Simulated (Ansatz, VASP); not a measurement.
Two plane-wave programs on PtSe2 (1T PtSe2, measured cell)

```xyz
3
Lattice="3.7240 0.0000 0.0000 -1.8620 3.2251 0.0000 0.0000 0.0000 5.0620" Properties=species:S:1:pos:R:3 pbc="T T T"
Pt    0.0000    0.0000    0.0000
Se    0.0000    2.1501    1.3131
Se    1.8620    1.0750    3.7489
```

Alike in both runs: functional PBE; k mesh 12 × 12 × 8; occupations gaussian, width 0.01 eV; no spin polarisation.

Ansatz relaxed the structure, and its values are those at the end. VASP's run is a single point on that final structure, the one shown.

|  | VASP | Ansatz |
| --- | --- | --- |
| version | VASP 6.6.1 | Ansatz 0.2.0 |
| potentials or method | VASP PAW PBE potentials, release 64 (Pt, Se) | scalar-relativistic, plane waves, PAW |
| plane-wave cutoff (eV) | 520 | 460 |
| valence electrons in the cell | 22 | 50 |

```tsv
	VASP	Ansatz	Ansatz less VASP
gap on the k mesh at the Fermi level (eV)	none	none	-
pressure (GPa)	4.3	4.3	+0.02
```

A gap of «none» marks a metal or a gap that the smearing closes. The two sets of potentials don't hold the same shells in valence. Ansatz warned: «stress_scf_threshold_loose».

The runs have no spin-orbit coupling, so splittings on Pt are missing.
